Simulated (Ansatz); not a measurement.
# CoO: the cost of one run

Program: Ansatz 0.2.0. Level of theory: DFT PBE, scalar-relativistic, plane waves, PAW. These are calculated values, not measurements.

2 further runs of the same task are left out: 1 that didn't finish, 1 set aside as unsound or not needed.

## (1) The starting structure

The structure is cubic, space group Fm-3m (No. 225). The conventional cell has a = 4.248 Å, b = 4.248 Å, c = 4.248 Å, α = 90.00°, β = 90.00°, γ = 90.00°. Co (site symmetry m-3m) is surrounded by 6 O at 2.12 Å. O (site symmetry m-3m) has 6 Co at 2.12 Å as nearest neighbours.

As a file:

```cif
data_structure
_symmetry_space_group_name_H-M 'P 1'
_symmetry_Int_Tables_number 1
_cell_length_a 3.0040
_cell_length_b 3.0040
_cell_length_c 3.0040
_cell_angle_alpha 60.000
_cell_angle_beta 60.000
_cell_angle_gamma 60.000
_cell_volume 19.17
loop_
_atom_site_label
_atom_site_type_symbol
_atom_site_fract_x
_atom_site_fract_y
_atom_site_fract_z
_atom_site_occupancy
Co1 Co 0.00000 0.00000 0.00000 1
O1 O 0.50000 0.50000 0.50000 1
```

This cell was relaxed beforehand with the same method: volume 9.58 Å³/atom, gap on the mesh none (metal), site moments up to 2.5 μB.

## (2) Next: the ladder chain

A free-standing chain of the crystal's atoms, periodic along c. Atoms and period relax; energies count from the bulk, -2846.0496 eV an atom.

The cell holds 2 Co, 2 O: a = 11.000 Å, b = 9.300 Å, c = 3.823 Å, α = 90.00°, β = 90.00°, γ = 90.00°.

## (3) The relaxation run

Pressure and volume refer to the whole cell with its vacuum; only the period along c may change.

File input.yaml:

```yaml
crystal:
  lattice:
    - [11.0, 0.0, 0.0]
    - [0.0, 9.3, 0.0]
    - [0.0, 0.0, 3.8234818045]
  atoms:
    - { symbol: Co, position: [0.4087578206, 0.5, 0.0], spin: 2.74 }
    - { symbol: O, position: [0.4087578206, 0.5, 0.5], spin: 0.5 }
    - { symbol: O, position: [0.5912421794, 0.5, 0.0], spin: 0.5 }
    - { symbol: Co, position: [0.5912421794, 0.5, 0.5], spin: 2.74 }
basis:
  ecutwfc: 420
kpoints:
  mp_grid: { grid: [1, 1, 17] }
hamiltonian:
  xc: pbe
scf:
  occupations: { method: gaussian, width: 0.05 }
output:
  forces: true
  stress: true
  eigenvalues: true
  populations: true
  write_density: true
  write_potential: true
  elf: true
  volumetric_format: npy
magnetization:
  spin_polarized: true
relax:
  adjacent_minimum: "off"
  f_tol: 0.01
  max_steps: 45
  cell: { fix: [a, b, alpha, beta, gamma], stress_tol: 0.03 }
```

Launch:

```
ansatz run input.yaml --threads 2 --pin off --max-ram 5120MiB --backend cpu --events-out ev --progress --plain --runs-dir out
```

What time and memory should one allow on 2 threads of Intel Xeon at 2.70GHz, shared host?

About 3.1 min, with a peak of 0.75 GiB.
